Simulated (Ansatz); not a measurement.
## Si3N4 at a changed volume — electrostatic potentials at the N nuclei

Cell: a structure deposited in the COD, relaxed with PBE at fixed cell and then changed (volume scaled by 1.04, ions relaxed).

Space group P6_3/m (No. 176); a = 7.6949, c = 2.9405 Å, γ = 120.00°.

```
site  Wyckoff  site symmetry       x       y       z
  Si       6h            m..  0.7696  0.1756  0.2500
  N7       6h            m..  0.0315  0.3301  0.2500
 N13       2d           -6..  0.3333  0.6667  0.7500
```

One atom of each set is listed.

All values are calculated (Ansatz; DFT, PBE, plane waves and PAW, scalar-relativistic, 420 eV cutoff, Γ-centred 4×4×9 k-points, Fermi–Dirac smearing 0.02 eV), not measured.

The potential at a nucleus is that of all electrons and the other nuclei. A higher potential binds the core electrons more strongly, so differences between sites of one element are the initial-state part of core-level shifts.

Question: Rank the N sites by the potential at the nucleus, lowest first, and give each against the lowest.
A. N7: 3 Si at 1.75–1.76 Å
B. N13: 3 Si at 1.75 Å

Answer: B (0.00 V), A (0.37 V).
